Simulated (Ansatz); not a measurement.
# WS2: how the settings move a single-point run

How sensitive is a single-point run of WS2 to its settings? A reference run comes first, then six runs with altered input. The cell is built on a prototype (CdI2 type) and needn't be the phase found in nature.

Method: reference: DFT, PBE, plane waves, PAW, in Ansatz 0.2.0.

2 further runs of the same task are left out: 2 that didn't finish. Runs told in other sessions of the task aren't counted.

## (1) The starting structure

The structure is trigonal, space group P-3m1 (No. 164). The conventional cell has a = 3.229 Å, b = 3.229 Å, c = 5.994 Å, α = 90.00°, β = 90.00°, γ = 120.00°. Around W (site symmetry -3m) lie 6 S at 2.42 Å. S (site symmetry 3m) has 3 W at 2.42 Å in its first shell of neighbours.

As a file:

```cif
data_structure
_symmetry_space_group_name_H-M 'P-3m1'
_symmetry_Int_Tables_number 164
_cell_length_a 3.2288
_cell_length_b 3.2288
_cell_length_c 5.9936
_cell_angle_alpha 90.000
_cell_angle_beta 90.000
_cell_angle_gamma 120.000
_cell_volume 54.11
loop_
_atom_site_label
_atom_site_type_symbol
_atom_site_symmetry_multiplicity
_atom_site_Wyckoff_symbol
_atom_site_fract_x
_atom_site_fract_y
_atom_site_fract_z
_atom_site_occupancy
W1 W 1 a 0.00000 0.00000 0.00000 1
S1 S 2 d 0.33333 0.66667 0.25668 1
```

## (2) The reference run

Input file input.yaml:

```yaml
crystal:
  lattice:
    - [3.2287644061, 0.0, 0.0]
    - [-1.6143822031, 2.7961919985, 0.0]
    - [0.0, 0.0, 5.9936451124]
  atoms:
    - { symbol: W, position: [0.0, 0.0, 0.0] }
    - { symbol: S, position: [0.3333333333, 0.6666666667, 0.2566832689] }
    - { symbol: S, position: [0.6666666667, 0.3333333333, 0.7433167311] }
kpoints:
  mp_grid: { grid: [6, 6, 4] }
hamiltonian:
  xc: pbe
scf:
  occupations: { method: fermi_dirac, width: 0.02 }
  n_extra_bands: 4
output:
  forces: true
  stress: true
  eigenvalues: true
  write_density: true
  write_potential: true
  elf: true
  volumetric_format: npy
```

Run with:

```
ansatz run input.yaml --threads 4 --pin off --max-ram 3686MiB --backend cpu --events-out ev --progress --plain --runs-dir out
```

The main lines of its log:

```text
[...]
Basis set: ecut = 420 eV, 1077 PW (Γ), exchange–correlation on 48×48×90 points (8 copies of the dense FFT grid, shifted against one another)
[...]
k-points: 24 of 144
[...]
SCF iter   1: F=—  HF=-12190.541229 eV  |F-HF|=—  |Δ(HF+E_count)|=         —  Δρ=4.35e-3  dr2=1.27e-2  ethr=1.77e-3  ⟨swp⟩=6.0  Hψ=2381  notcnv=0
preconditioner: auto → LDOS  [insulator: Δε(μ)=0.268 eV  Ē_g=8.561 eV  σ=0.020 eV  W_gap=0.83  n_scr=10 (ndim 8)  ℏωp=21.4 eV  f_vac=0.010  D(μ)=0.58/eV (n_scr^D=2)  ε∞_Penn≈7.3  β→1.0]
SCF iter   2: F=—  HF=-12190.540673 eV  |F-HF|=—  |Δ(HF+E_count)|=   5.56e-4  Δρ=1.98e-3  dr2=7.97e-3  ethr=4.89e-5  ⟨swp⟩=3.3  Hψ=968  notcnv=0  defer=2
[...]
SCF iter   5: F=—  HF=-12190.539064 eV  |F-HF|=—  |Δ(HF+E_count)|=   4.18e-5  Δρ=4.11e-5  dr2=1.03e-6  ethr=1.90e-8  ⟨swp⟩=2.0  Hψ=625  notcnv=0  defer=2
SCF iter   6: F=-12190.539064 eV  HF=-12190.539064 eV  |F-HF|=9.70e-9  |Δ(HF+E_count)|=   1.24e-8  Δρ=6.44e-6  dr2=1.54e-8  ethr=3.85e-10  ⟨swp⟩=7.9  Hψ=2885  notcnv=0
[...]
SCF converged after 6 iterations
Free energy (F): -12190.539064 eV
[...]
E sigma→0 (E₀):  -12190.538687 eV
[...]
Fermi energy:    11.658114 eV
[...]
  P = ⅓ Tr σ = 3.0952 GPa (30.952 kbar)
[...]
```

Wall time 1 s (4 threads of Arm Neoverse N1, shared host); peak memory 0.33 GiB.

## (3) Changing settings: occupations.method methfessel_paxton, occupations.width 0.2

input.yaml: that of step 2 with these lines changed.

```diff
@@ -14,3 +14,3 @@
 scf:
-  occupations: { method: fermi_dirac, width: 0.02 }
+  occupations: { method: methfessel_paxton, width: 0.2 }
   n_extra_bands: 4
@@ -20,5 +20 @@
   eigenvalues: true
-  write_density: true
-  write_potential: true
-  elf: true
-  volumetric_format: npy
```

Run with:

```
ansatz run input.yaml --threads 4 --pin off --max-ram 3686MiB --backend cpu --events-out ev --progress --plain --runs-dir out
```

Standard output (excerpt; [...] marks lines left out):

```text
Warning: RAYON_NUM_THREADS=4 ignored (pool sized by the plan → 4); use --threads N
scf.n_extra_bands = 4 over 13 filled bands (N_el = 26.0): the run solves 17 bands
[...]
Pseudopotentials: kind: paw
Pseudopotential: W, paw, valence charge 14, recommended cutoff 420 eV (normal), W.paw.azcp
Pseudopotential: S, paw, valence charge 6, recommended cutoff 420 eV (normal), S.paw.azcp
Functional definition: PBE
[...]
Crystal: 3 atoms, lattice volume = 54.112 Å³
Basis set: ecut = 420 eV, 1077 PW (Γ), exchange–correlation on 48×48×90 points (8 copies of the dense FFT grid, shifted against one another)
Bands: 17, of which v1, the nominal top of the filled ones, is band 13 counted from 1 (12 counted from 0)
Symmetry: 12 space group operations
Space group: P-3m1 (ITA 164), of the structure as read, at distance tolerance 3.8e-5 Å
k-points: 24 of 144
[...]
SCF iter   1: F=—  HF=-12190.539435 eV  |F-HF|=—  |Δ(HF+E_count)|=         —  Δρ=4.39e-3  dr2=1.26e-2  ethr=1.77e-3  ⟨swp⟩=5.0  Hψ=2202  notcnv=0
[...]
SCF iter   7: F=-12190.537288 eV  HF=-12190.537288 eV  |F-HF|=2.65e-9  |Δ(HF+E_count)|=   6.96e-8  S|Δr|=    0.00e0  Δρ=2.81e-6  dr2=2.25e-9  ethr=3.18e-10  ⟨swp⟩=3.0  Hψ=1552  notcnv=0
[...]
SCF converged after 7 iterations
Stability not checked: this state was not tested for a lower state beside it, because cold or Methfessel-Paxton smearing, or corrected tetrahedra, fill the levels in a way that the test cannot read (fill_not_monotonic; see scf.lower_state_search)
Free energy (F): -12190.537288 eV
[...]
E sigma→0 (E₀):  -12190.539024 eV
Entropy (-TS):   0.006943 eV (2.314 meV/atom)
Fermi energy:    11.573107 eV
[...]
--- Forces (eV/Å), atoms counted from 1 ---
  atom   1  W      0.00000000    -0.00000000     0.00000000
  atom   2  S     -0.00000000     0.00000000     0.25625362
  atom   3  S      0.00000000    -0.00000000    -0.25625362
[...]
--- Stress (GPa, compression-positive) ---
        2.027716      -0.000000       0.000000
        0.000000       2.027716       0.000000
        0.000000      -0.000000       5.172949
  P = ⅓ Tr σ = 3.0761 GPa (30.761 kbar)
--- Band table (eV; the first three rows and the last of 24) ---
  k-point 0: bands = ["-63.1953", "-27.3994", "-27.3994", "-27.3554", "-3.9306", "-1.9614", "4.0456", "7.2951", "7.2951", "9.9156", "10.5740", "10.8348", "10.8348", "11.0764", "11.0764", "15.0145", "15.0145"]
[...]
```

Run time: 0.9 s. Hardware: 4 threads of Arm Neoverse N1, shared host; peak memory 0.32 GiB.

Changing the smearing hardly moves the energy: -0.1 meV/atom.

## (4) Changed: accuracy high

input.yaml: that of step 2 with these lines changed.

```diff
@@ -20,5 +20,2 @@
   eigenvalues: true
-  write_density: true
-  write_potential: true
-  elf: true
-  volumetric_format: npy
+accuracy: high
```

Run with:

```
ansatz run input.yaml --threads 4 --pin off --max-ram 3686MiB --backend cpu --events-out ev --progress --plain --runs-dir out
```

Standard output (excerpt; [...] marks lines left out):

```text
Warning: RAYON_NUM_THREADS=4 ignored (pool sized by the plan → 4); use --threads N
scf.n_extra_bands = 4 over 13 filled bands (N_el = 26.0): the run solves 17 bands
[...]
[... 4 set-up lines as earlier in the session ...]
[...]
Crystal: 3 atoms, lattice volume = 54.112 Å³
Basis set: ecut = 420 eV, 1077 PW (Γ), exchange–correlation on 50×50×96 points (8 copies of the dense FFT grid, shifted against one another)
Bands: 17, of which v1, the nominal top of the filled ones, is band 13 counted from 1 (12 counted from 0)
[... 2 set-up lines as earlier in the session ...]
k-points: 24 of 144
[...]
SCF iter   9: F=-12190.539064 eV  HF=-12190.539064 eV  |F-HF|=5.46e-12  |Δ(HF+E_count)|=  1.09e-11  Δρ=3.38e-8  dr2=6.74e-13  ethr=1.00e-12  ⟨swp⟩=6.0  Hψ=1846  notcnv=0
[...]
SCF converged after 9 iterations
Free energy (F): -12190.539064 eV
[...]
E sigma→0 (E₀):  -12190.538687 eV
Entropy (-TS):   -0.000755 eV (-0.252 meV/atom)
Fermi energy:    11.658101 eV
[...]
--- Forces (eV/Å), atoms counted from 1 ---
  atom   1  W     -0.00000000    -0.00000000     0.00000000
  atom   2  S     -0.00000000     0.00000000     0.26520923
  atom   3  S      0.00000000    -0.00000000    -0.26520923
[...]
--- Stress (GPa, compression-positive) ---
        2.028120       0.000000       0.000000
        0.000000       2.028120      -0.000000
        0.000000      -0.000000       5.228557
  P = ⅓ Tr σ = 3.0949 GPa (30.949 kbar)
--- Band table (eV; the first three rows and the last of 24) ---
  k-point 0: bands = ["-63.1968", "-27.4003", "-27.4003", "-27.3579", "-3.9309", "-1.9615", "4.0451", "7.2945", "7.2945", "9.9153", "10.5728", "10.8337", "10.8337", "11.0765", "11.0765", "15.0143", "15.0143"]
[...]
```

Run time: 1 s. Hardware: 4 threads of Arm Neoverse N1, shared host; peak memory 0.33 GiB.

The changed input (accuracy level) leaves the energy the same to the digits printed.

## (5) Variant: occupations.method tetrahedron, width left out

input.yaml: that of step 2 with these lines changed.

```diff
@@ -14,3 +14,3 @@
 scf:
-  occupations: { method: fermi_dirac, width: 0.02 }
+  occupations: { method: tetrahedron }
   n_extra_bands: 4
@@ -20,5 +20 @@
   eigenvalues: true
-  write_density: true
-  write_potential: true
-  elf: true
-  volumetric_format: npy
```

Run with:

```
ansatz run input.yaml --threads 4 --pin off --max-ram 3686MiB --backend cpu --events-out ev --progress --plain --runs-dir out
```

Standard output (excerpt; [...] marks lines left out):

```text
Warning: output.forces, output.stress, relax.cell or npt_langevin: where a Kohn–Sham band that disperses or a degenerate level is filled in part under the method tetrahedron, the forces or the stress that this run publishes need not agree with its energy (scf.occupations.method in the [...]
Warning: RAYON_NUM_THREADS=4 ignored (pool sized by the plan → 4); use --threads N
scf.n_extra_bands = 4 over 13 filled bands (N_el = 26.0): the run solves 17 bands
[...]
[... 4 set-up lines as earlier in the session ...]
[...]
Crystal: 3 atoms, lattice volume = 54.112 Å³
Basis set: ecut = 420 eV, 1077 PW (Γ), exchange–correlation on 48×48×90 points (8 copies of the dense FFT grid, shifted against one another)
Bands: 17, of which v1, the nominal top of the filled ones, is band 13 counted from 1 (12 counted from 0)
[... 1 set-up line as earlier in the session ...]
[...]
SCF converged after 7 iterations
Stability not checked: this state was not tested for a lower state beside it, because cold or Methfessel-Paxton smearing, or corrected tetrahedra, fill the levels in a way that the test cannot read (fill_not_monotonic; see scf.lower_state_search)
Free energy (F): -12190.521807 eV
[...]
E sigma→0 (E₀):  -12190.521807 eV
Entropy (-TS):   -0.001561 eV (-0.520 meV/atom)
Fermi energy:    11.713090 eV
[...]
--- Forces (eV/Å), atoms counted from 1 ---
  atom   1  W      0.00000000    -0.00000000     0.00000000
  atom   2  S      0.00000000     0.00000000     0.26130654
  atom   3  S      0.00000000     0.00000000    -0.26130654
[...]
--- Stress (GPa, compression-positive) ---
        2.200052      -0.000000       0.000000
        0.000000       2.200052      -0.000000
        0.000000      -0.000000       4.772242
  P = ⅓ Tr σ = 3.0574 GPa (30.574 kbar)
--- Band table (eV; the first three rows and the last of 24) ---
  k-point 0: bands = ["-63.1876", "-27.3894", "-27.3894", "-27.3544", "-3.9326", "-1.9652", "4.0454", "7.2982", "7.2982", "9.9121", "10.5719", "10.8390", "10.8390", "11.0725", "11.0725", "15.0135", "15.0135"]
[...]
```

Wall time 0.81 s (4 threads of Arm Neoverse N1, shared host); peak memory 0.32 GiB.

Changing the smearing moves the energy by +5.6 meV/atom (σ→0 values).

## (6) Changed: xc mr2scan

input.yaml: that of step 2 with these lines changed.

```diff
@@ -12,3 +12,3 @@
 hamiltonian:
-  xc: pbe
+  xc: mr2scan
 scf:
@@ -20,5 +20 @@
   eigenvalues: true
-  write_density: true
-  write_potential: true
-  elf: true
-  volumetric_format: npy
```

Run with:

```
ansatz run input.yaml --threads 4 --pin off --max-ram 3686MiB --backend cpu --events-out ev --progress --plain --runs-dir out
```

Standard output (excerpt; [...] marks lines left out):

```text
Warning: RAYON_NUM_THREADS=4 ignored (pool sized by the plan → 4); use --threads N
scf.n_extra_bands = 4 over 13 filled bands (N_el = 26.0): the run solves 17 bands
[...]
[... 1 set-up line as earlier in the session ...]
Pseudopotential: W, paw, valence charge 14, recommended cutoff 500 eV (meta_gga), W.paw.azcp
Pseudopotential: S, paw, valence charge 6, recommended cutoff 500 eV (meta_gga), S.paw.azcp
Functional definition: m-r2SCAN
[...]
Crystal: 3 atoms, lattice volume = 54.112 Å³
Basis set: ecut = 500 eV, 1359 PW (Γ), exchange–correlation on 96×96×180 points (64 copies of the dense FFT grid, shifted against one another)
Bands: 17, of which v1, the nominal top of the filled ones, is band 13 counted from 1 (12 counted from 0)
[... 2 set-up lines as earlier in the session ...]
k-points: 24 of 144
[...]
SCF iter   7: F=-12210.727424 eV  HF=-12210.727424 eV  |F-HF|=6.50e-8  |Δ(HF+E_count)|=   7.77e-7  Δρ=8.18e-6  dr2=2.23e-8  dr2_τ=6.80e-10  ethr=3.85e-10  ⟨swp⟩=6.4  Hψ=1989  notcnv=0
[...]
SCF converged after 7 iterations
Free energy (F): -12210.727424 eV
[...]
E sigma→0 (E₀):  -12210.727047 eV
Entropy (-TS):   -0.000754 eV (-0.251 meV/atom)
Fermi energy:    11.591657 eV
[...]
--- Forces (eV/Å), atoms counted from 1 ---
  atom   1  W      0.00000000     0.00000000     0.00000000
  atom   2  S     -0.00000000     0.00000000    -0.04194255
  atom   3  S      0.00000000    -0.00000000     0.04194255
[...]
--- Stress (GPa, compression-positive) ---
        0.859601      -0.000000       0.000000
       -0.000000       0.859601       0.000000
        0.000000      -0.000000       1.816626
  P = ⅓ Tr σ = 1.1786 GPa (11.786 kbar)
--- Band table (eV; the first three rows and the last of 24) ---
  k-point 0: bands = ["-65.2883", "-28.8434", "-28.8434", "-28.8067", "-4.7891", "-2.7420", "3.6329", "6.9592", "6.9592", "9.6565", "10.4655", "10.6984", "10.6984", "10.8739", "10.8739", "15.0803", "15.0803"]
[...]
```

Wall time 2.1 s (4 threads of Arm Neoverse N1, shared host); peak memory 0.44 GiB.

A change of functional puts the total energy on another scale; the pressure goes from 3.1 to 1.2 GPa and the largest force goes from 0.27 to 0.04 eV/Å. At this fixed cell a lower pressure means that this functional prefers a smaller volume than the reference.

## (7) Variant: occupations.method gaussian, occupations.width 0.001

input.yaml: that of step 2 with these lines changed.

```diff
@@ -14,3 +14,3 @@
 scf:
-  occupations: { method: fermi_dirac, width: 0.02 }
+  occupations: { method: gaussian, width: 0.001 }
   n_extra_bands: 4
@@ -20,5 +20 @@
   eigenvalues: true
-  write_density: true
-  write_potential: true
-  elf: true
-  volumetric_format: npy
```

Run with:

```
ansatz run input.yaml --threads 4 --pin off --max-ram 3686MiB --backend cpu --events-out ev --progress --plain --runs-dir out
```

Standard output (excerpt; [...] marks lines left out):

```text
Warning: RAYON_NUM_THREADS=4 ignored (pool sized by the plan → 4); use --threads N
scf.n_extra_bands = 4 over 13 filled bands (N_el = 26.0): the run solves 17 bands
[...]
[... 4 set-up lines as earlier in the session ...]
[...]
Crystal: 3 atoms, lattice volume = 54.112 Å³
Basis set: ecut = 420 eV, 1077 PW (Γ), exchange–correlation on 48×48×90 points (8 copies of the dense FFT grid, shifted against one another)
Bands: 17, of which v1, the nominal top of the filled ones, is band 13 counted from 1 (12 counted from 0)
[... 2 set-up lines as earlier in the session ...]
k-points: 24 of 144
[...]
SCF iter  10: F=-12190.538328 eV  HF=-12190.538327 eV  |F-HF|=4.65e-8  |Δ(HF+E_count)|=   5.66e-7  Δρ=7.81e-6  dr2=1.10e-8  ethr=3.85e-10  ⟨swp⟩=6.2  Hψ=1870  notcnv=0
[...]
SCF converged after 10 iterations
Free energy (F): -12190.538328 eV
[...]
E sigma→0 (E₀):  -12190.538320 eV
Entropy (-TS):   -0.000015 eV (-0.005 meV/atom)
Fermi energy:    11.689610 eV
[...]
--- Forces (eV/Å), atoms counted from 1 ---
  atom   1  W      0.00000000     0.00000000     0.00000000
  atom   2  S     -0.00000000     0.00000000     0.26518366
  atom   3  S      0.00000000    -0.00000000    -0.26518366
[...]
--- Stress (GPa, compression-positive) ---
        2.028036       0.000000       0.000000
       -0.000000       2.028036      -0.000000
        0.000000      -0.000000       5.228619
  P = ⅓ Tr σ = 3.0949 GPa (30.949 kbar)
--- Band table (eV; the first three rows and the last of 24) ---
  k-point 0: bands = ["-63.1968", "-27.4004", "-27.4004", "-27.3580", "-3.9309", "-1.9615", "4.0451", "7.2945", "7.2945", "9.9153", "10.5728", "10.8336", "10.8336", "11.0764", "11.0764", "15.0143", "15.0143"]
[...]
```

It took 1 s on 4 threads of Arm Neoverse N1, shared host; peak memory 0.32 GiB.

Changing the smearing leaves the energy as it was (+0.1 meV/atom).

## (8) Changing settings: ecutwfc 200

input.yaml: that of step 2 with these lines changed.

```diff
@@ -20,5 +20,3 @@
   eigenvalues: true
-  write_density: true
-  write_potential: true
-  elf: true
-  volumetric_format: npy
+basis:
+  ecutwfc: 200
```

Run with:

```
ansatz run input.yaml --threads 4 --pin off --max-ram 3686MiB --backend cpu --events-out ev --progress --plain --runs-dir out
```

Standard output (excerpt; [...] marks lines left out):

```text
Warning: basis.ecutwfc = 200 eV is below the records' recommended 420 eV, and the density's cutoff is lower with it unless basis.ecutrho_ratio is high enough to keep the records' density cutoff: compare with a run at a higher cutoff
Warning: RAYON_NUM_THREADS=4 ignored (pool sized by the plan → 4); use --threads N
scf.n_extra_bands = 4 over 13 filled bands (N_el = 26.0): the run solves 17 bands
[...]
[... 4 set-up lines as earlier in the session ...]
[...]
Crystal: 3 atoms, lattice volume = 54.112 Å³
Basis set: ecut = 200 eV, 337 PW (Γ), exchange–correlation on 30×30×60 points (8 copies of the dense FFT grid, shifted against one another)
Bands: 17, of which v1, the nominal top of the filled ones, is band 13 counted from 1 (12 counted from 0)
[... 1 set-up line as earlier in the session ...]
[...]
SCF iter   1: F=—  HF=-12186.371555 eV  |F-HF|=—  |Δ(HF+E_count)|=         —  Δρ=4.11e-2  dr2=5.60e-1  ethr=1.77e-3  ⟨swp⟩=6.0  Hψ=2231  notcnv=0
[...]
SCF iter   7: F=-12186.180376 eV  HF=-12186.180376 eV  |F-HF|=1.13e-9  |Δ(HF+E_count)|=   1.27e-7  Δρ=5.80e-6  dr2=1.06e-8  ethr=3.85e-10  ⟨swp⟩=5.5  Hψ=1696  notcnv=0
[...]
SCF converged after 7 iterations
Free energy (F): -12186.180376 eV
[...]
E sigma→0 (E₀):  -12186.179994 eV
Entropy (-TS):   -0.000765 eV (-0.255 meV/atom)
Fermi energy:    11.695297 eV
[...]
--- Forces (eV/Å), atoms counted from 1 ---
  atom   1  W      0.00000000     0.00000000     0.00000000
  atom   2  S     -0.00000000     0.00000000     0.18180541
  atom   3  S      0.00000000    -0.00000000    -0.18180541
[...]
--- Stress (GPa, compression-positive) ---
       -0.540771       0.000000       0.000000
        0.000000      -0.540771      -0.000000
        0.000000      -0.000000       3.975484
  P = ⅓ Tr σ = 0.9646 GPa (9.646 kbar)
--- Band table (eV; the first three rows and the last of 24) ---
  k-point 0: bands = ["-64.3961", "-27.8650", "-27.8650", "-27.6980", "-3.8667", "-1.8677", "4.0668", "7.3274", "7.3274", "9.9530", "10.6414", "10.9252", "10.9252", "11.0947", "11.0947", "15.0402", "15.0402"]
[...]
```

It took 0.5 s on 4 threads of Arm Neoverse N1, shared host; peak memory 0.27 GiB.

Changing the cutoff moves the energy by +1.45 eV/atom, and the pressure goes from 3.1 to 1.0 GPa and the largest force goes from 0.27 to 0.18 eV/Å. The lower cutoff gives the higher energy: the smaller basis describes the state less well. The log warns that the cutoff is under what these potentials recommend, so the shift is basis error.

## (9) Comparison

```csv
run,ending,energy change,pressure (GPa),gap (eV),force (eV/Å),cycles,time
reference,converged,0,3.1,0.00,0.27,6,1 s
"1: occupations.method methfessel_paxton, occupations.width 0.2",converged,-0.1 meV/atom (σ→0),3.1,0.00,0.26,7,0.9 s
2: accuracy high,converged,0.0 meV/atom,3.1,0.00,0.27,9,1 s
"3: occupations.method tetrahedron, width left out",converged,+5.6 meV/atom (σ→0),3.1,0.00,0.26,7,0.81 s
4: xc mr2scan,converged,not comparable,1.2,0.00,0.04,7,2.1 s
"5: occupations.method gaussian, occupations.width 0.001",converged,+0.1 meV/atom (σ→0),3.1,0.00,0.27,10,1 s
6: ecutwfc 200,converged,+1.45 eV/atom,1.0,0.00,0.18,7,0.5 s
```

Times don't compare one to one where runs were asked for different outputs or read a saved state (see the inputs); cycles may leave out searches for a lower state.

Residual by cycle in the longest SCF loop of each run; runs are numbered as in the table. The quantity is the density residual dr2, in eV.

```csv
cycle,reference,run 1,run 2,run 3,run 4,run 5,run 6
1,0.0127,0.0126,0.0127,0.00944,0.0233,0.0127,0.56
2,0.00797,0.0272,0.00824,0.0023,0.00975,0.0108,0.522
3,5.0e-4,0.00372,5.0e-4,4.6e-4,7.2e-4,0.00754,0.02
4,4.9e-6,2.4e-4,4.9e-6,3.0e-5,1.1e-4,0.00623,2.1e-4
5,1.0e-6,6.0e-6,1.0e-6,1.2e-6,4.8e-6,0.00247,3.2e-5
6,1.5e-8,8.3e-8,1.5e-8,1.8e-7,2.3e-7,5.3e-4,3.2e-7
7,-,2.2e-9,8.5e-10,4.1e-8,2.2e-8,1.4e-4,1.1e-8
8,-,-,3.4e-11,-,-,3.2e-6,-
9,-,-,6.7e-13,-,-,2.3e-7,-
10,-,-,-,-,-,1.1e-8,-
```

**Reading.** Run 6 ran under the cutoff that the potentials recommend, as the log warns, so basis error is mixed into its values, and swamps them where the cutoff is far short. Of the variants the dearest is «xc mr2scan» (2.1 s), the cheapest «ecutwfc 200» (0.5 s), on a shared host. The reference leaves spin out although W can carry a moment, so its state need not be the lowest.
